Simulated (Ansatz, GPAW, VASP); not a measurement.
# GaSb: programs and potentials compared

```
Sb Ga
1.0
     0.00000    3.05900    3.05900
     3.05900    0.00000    3.05900
     3.05900    3.05900    0.00000
Sb Ga
1 1
Direct
  0.75000 0.75000 0.75000
  0.00000 0.00000 0.00000
```

Alike in all runs: task single point; functional PBE; k mesh 8 × 8 × 8; occupations gaussian, width 0.019 eV; no spin polarisation; no spin-orbit coupling. Pressure is positive in compression and, in plane waves, holds the error of the finite cutoff.

| program and potentials | plane-wave cutoff (eV) | notes | band gap (eV) | pressure (GPa) |
| --- | --- | --- | --- | --- |
| Ansatz, all-electron LAPW, scalar-relativistic | - | - | 0.04 | 2.30 |
| GPAW, GPAW PAW data sets (gpaw-data 1.2.1) | 600 | - | 0.09 | 2.31 |
| VASP, PBE PAW files Ga_d, Sb, 520 eV | 520 | - | 0.04 | 2.37 |

The band gap spans 0.04 (VASP, PBE PAW files Ga_d, Sb, 520 eV) to 0.09 eV (GPAW, GPAW PAW data sets (gpaw-data 1.2.1)), with all-electron results at 0.04. The pressure spans 2.30 (Ansatz, all-electron LAPW, scalar-relativistic) to 2.37 GPa (VASP, PBE PAW files Ga_d, Sb, 520 eV), with all-electron results at 2.30. Spin-orbit coupling, left out here, moves the band edges of heavy atoms.

The functional is the same throughout but for its coding, so the spread measures potentials, basis and numerics; runs on potential files found faulty are left out.

All three calculations put GaSb on the verge of gap closure, whereas the real crystal is a semiconductor with a clear, direct gap. Their close agreement points to the semilocal functional, which lacks the derivative discontinuity and places the conduction edge too low relative to the valence edge. That conduction edge is an antibonding, largely s-like state with weight near the nuclei, while the valence top is mainly Sb p. The gap is therefore sensitive to how the core region is described, which may account for the slightly larger GPAW value.

The positive pressures mean that PBE would expand this cell, in keeping with its usual underbinding of semiconductors containing heavier elements. Agreement in one property doesn't guarantee it in the other: GPAW nearly reproduces the all-electron pressure but not the gap, while VASP matches the gap and gives a somewhat higher pressure. Relaxing the cell at this level would probably shrink the gap further, since expansion weakens the s–s antibonding interaction and lowers the conduction edge.
